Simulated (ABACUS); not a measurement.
**Nd: single point with PBE**

The system is Nd.

```
Nd
1.0
     3.65700    0.00000    0.00000
    -1.82850    3.16705    0.00000
     0.00000    0.00000    5.90200
Nd
2
Direct
  0.68421 0.34136 0.75648
  0.33853 0.68327 0.24258
```

This isn't the form of Nd at room conditions, which is double hcp.

The cell isn't the ideal one: atoms moved at random, drawn with an rms of 0.05 Å.

```yaml
Program: ABACUS 3.10.1
Task: single point
Functional: PBE
Potentials_or_basis: PseudoDojo NC SR 0.4.1 PBE standard, lanthanides 3+ (f in core)
Cutoff: 667 eV
Density_cutoff: 2667 eV
Basis: plane waves
k_mesh: 8 × 8 × 5
Occupations: fermi-dirac, width 0.05 eV
Spin: collinear spin, ferromagnetic start
Starting_moments: "[1.0, 1.0] μB"
```

```
Largest force          : 0.171 eV/Å
Band gap on the k mesh : none (metal or under the smearing width)
Net moment             : 0.00 μB per cell
Absolute moment        : 0.00 μB per cell
```

Forces in eV/Å, atoms in the order of the input:
```
Nd  -0.017  0.008 -0.170
Nd   0.017 -0.008  0.170
```

Levels at points of the mesh, in eV from the Fermi level:
Spin up:
```tsv
k point	band 8	band 9	band 10	band 11	band 12	band 13	band 14	band 15
(0.00, 0.00, 0.00)	-18.47	-3.96	-2.01	1.45	1.49	1.51	2.08	2.16
(0.50, 0.00, 0.00)	-18.64	-1.65	-1.42	-1.12	0.93	1.28	1.40	2.11
(0.00, 0.50, 0.00)	-18.64	-1.65	-1.43	-1.14	0.93	1.28	1.43	2.11
(0.50, 0.50, 0.00)	-18.63	-1.66	-1.52	-1.28	0.99	1.23	1.70	2.19
```
Spin down:
```tsv
k point	band 8	band 9	band 10	band 11	band 12	band 13	band 14	band 15
(0.00, 0.00, 0.00)	-18.47	-3.96	-2.01	1.45	1.49	1.51	2.08	2.16
(0.50, 0.00, 0.00)	-18.64	-1.65	-1.42	-1.12	0.93	1.28	1.40	2.11
(0.00, 0.50, 0.00)	-18.64	-1.65	-1.43	-1.14	0.93	1.28	1.43	2.11
(0.50, 0.50, 0.00)	-18.63	-1.66	-1.52	-1.28	0.99	1.23	1.70	2.19
```

It took 28 s on 4 MPI ranks on AMD EPYC 7R43 64-Core Processor (Zen 3), with other jobs on the host, peak memory 0.56 GiB a rank.

Caveat: the magnetic or orbital state may not be the lowest; all typed moments are zero, and the program then starts from 1 μB on every atom; spin-orbit coupling is left out, which moves the levels of the heavy elements; the 4f electrons are frozen in the core as for a trivalent ion, so they carry no moment and show no levels. The state reached can hang on the start; a lower one may exist.
